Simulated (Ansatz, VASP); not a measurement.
# Two plane-wave programs on GaS5

File INCAR:

```
SYSTEM = GaS5
ALGO = Normal
EDIFF = 1E-6
EDIFFG = -0.04
ENCUT = 600
GGA = PE
IBRION = 2
ISIF = 3
ISMEAR = 0
LASPH = .TRUE.
LCHARG = .FALSE.
LREAL = .FALSE.
LWAVE = .FALSE.
NELM = 60
NSW = 90
PREC = Accurate
SIGMA = 0.1
```

File KPOINTS:

```
k-points
0
G
  4 4 4
  0 0 0
```

POSCAR

```
GaS5
1.0
    0.0000000000      3.9995747100      3.9995747100
    3.9995747100      0.0000000000      3.9995747100
    3.9995747100      3.9995747100      0.0000000000
Ga S
1 5
Direct
    0.0000000000      0.0000000000      0.0000000000
    0.2500000000      0.2500000000      0.2500000000
    0.1283094900      0.6238968400      0.6238968400
    0.6238968400      0.6238968400      0.6238968400
    0.6238968400      0.6238968400      0.1283094900
    0.6238968400      0.1283094900      0.6238968400
```

Input for Ansatz:

```yaml
crystal:
  lattice:
    - [0.0, 3.99957471, 3.99957471]
    - [3.99957471, 0.0, 3.99957471]
    - [3.99957471, 3.99957471, 0.0]
  atoms:
    - { symbol: Ga, position: [0.0, 0.0, 0.0] }
    - { symbol: S, position: [0.25, 0.25, 0.25] }
    - { symbol: S, position: [0.12830949, 0.62389684, 0.62389684] }
    - { symbol: S, position: [0.62389684, 0.62389684, 0.62389684] }
    - { symbol: S, position: [0.62389684, 0.62389684, 0.12830949] }
    - { symbol: S, position: [0.62389684, 0.12830949, 0.62389684] }
basis:
  ecutwfc: 420
kpoints:
  mp_grid: { grid: [4, 4, 4] }
hamiltonian:
  xc: pbe
scf:
  occupations: { method: gaussian, width: 0.1 }
  lower_state_search: "off"
output:
  forces: true
  stress: true
  eigenvalues: true
relax:
  adjacent_minimum: "off"
  f_tol: 0.04
  max_steps: 70
  cell: { stress_tol: 0.4 }
```

Change from the starting cell: species swapped into the DyCu5 type (F-43m, No. 216).

Alike in both runs: task relaxation of cell and atoms; functional PBE; k mesh 4 × 4 × 4; occupations gaussian, width 0.1 eV; no spin polarisation.

|  | VASP | Ansatz |
| --- | --- | --- |
| version | VASP 6.6.1 | Ansatz 0.2.0 |
| potentials or method | VASP PAW PBE potentials, release 64 (Ga_d, S) | scalar-relativistic, plane waves, PAW |
| plane-wave cutoff (eV) | 600 | 420 |
| valence electrons in the cell | 43 | 43 |

|  | VASP | Ansatz | Ansatz less VASP |
| --- | --- | --- | --- |
| gap on the k mesh at the Fermi level, each at its own relaxed structure (eV) | none | none | - |
| relaxed volume (Å³/atom) | 19.34 | 19.28 | -0.065 |
| relaxed cell length with the largest relative difference (Å) | 5.475 | 5.469 | -0.0061 |
| energy change over the relaxation (meV/atom) | -147 | -142 | +5.3 |

A gap of «none» marks a metal or a gap that the smearing closes.
